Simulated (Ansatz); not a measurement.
## Stability checks on a candidate for CdF₂

The cell was reached from a generator's guess, though it ends in a space group that the Crystallography Open Database lists for this formula.

Method: DFT PBE, scalar-relativistic, plane waves, PAW in Ansatz. Settings of the last relaxation (3-atom cell): 420 eV, 8×8×8 k points, Gaussian smearing of 0.02 eV, no spin polarisation.

```
Cd F
1.0
     0.00000    2.74054    2.74054
     2.74054    0.00000    2.74054
     2.74054    2.74054    0.00000
Cd F
1 2
Direct
  0.50000 0.50000 0.50000
  0.25000 0.25000 0.25000
  0.75000 0.75000 0.75000
```

The zero of energy is the elements' standard structures at the same level (F₂ as a molecule); no fitted shifts are applied.

Problem. These tests were run: energy against the elements; phonons on a 2×2×2 q mesh; elastic tensor. What do they show?

Solution.

```tsv
test	result
energy against the elements	−2.177 eV/atom
phonons on a 2×2×2 q mesh	no imaginary mode on the mesh
elastic tensor	least eigenvalue 16 GPa
```

It fails none of these tests. Whether a mixture of other phases lies lower isn't tested here.

The run for the phonons used an 8×8×8 k mesh. The run for the elastic tensor used an 8×8×8 k mesh.
